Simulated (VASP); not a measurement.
# NaI: from C11, C12, C44 to the moduli of a polycrystal

The cell as given, ahead of any relaxation:

```yaml
crystal:
  lattice:
    - [0.00000, 3.23640, 3.23640]
    - [3.23640, 0.00000, 3.23640]
    - [3.23640, 3.23640, 0.00000]
  atoms:
    - { symbol: I, position: [0.50000, 0.50000, 0.50000] }
    - { symbol: Na, position: [0.00000, 0.00000, 0.00000] }
```

Constants in GPa on the cubic axes, for the cell relaxed at the run's level, where symmetry holds the atoms; no spin polarisation, no spin-orbit coupling. Meshes are those of the run's cell of 2 atoms. Occupations: fermi-dirac 0.05 eV (run 1); fermi-dirac 0.05 eV (run 2). Space group Fm-3m.

| run | level | program and potentials | k mesh | cell | C11 | C12 | C44 |
| --- | --- | --- | --- | --- | --- | --- | --- |
| 1 | LDA | VASP, LDA PAW files I, Na_pv, 600 eV | 5 × 5 × 5 | relaxed, 30.71 Å³ an atom | 44.6 | 9.0 | 7.7 |
| 2 | PBE | VASP, PBE PAW files I, Na_pv, 600 eV | 5 × 5 × 5 | relaxed, 34.84 Å³ an atom | 29.6 | 7.9 | 7.0 |

Q: For run 2, work out the bulk, shear and Young's moduli of a random polycrystal, Poisson's ratio and the anisotropy, and test the cell's stability.

A: From the values as printed: B = (C11 + 2 C12)/3 = 15.1 GPa. Voigt: G_V = (C11 - C12 + 3 C44)/5 = 8.5; Reuss: G_R = 5 C44 (C11 - C12)/[4 C44 + 3 (C11 - C12)] = 8.2; Hill's mean, from the unrounded bounds, G = 8.3 GPa. Young's modulus E = 9BG/(3B + G) = 21.0 GPa, Poisson's ratio ν = (3B - 2G)/[2(3B + G)] = 0.268. Zener's ratio 2 C44/(C11 - C12) = 0.65, so the crystal is stiffest along ⟨100⟩ and softest along ⟨111⟩. C11 > |C12|, C11 + 2 C12 > 0 and C44 > 0 hold, so the cell is stable against small uniform strains, which says nothing of soft phonons. An equation of state at this level (VASP, PBE PAW files I, Na_pv, 520 eV; mesh 7 × 7 × 7) gives B0 = 15.1 GPa at its minimum of 34.84 Å³ an atom, against 34.84 here. Over the runs shown B spans 15.1 to 20.9 GPa and C44 7.0 to 7.7.
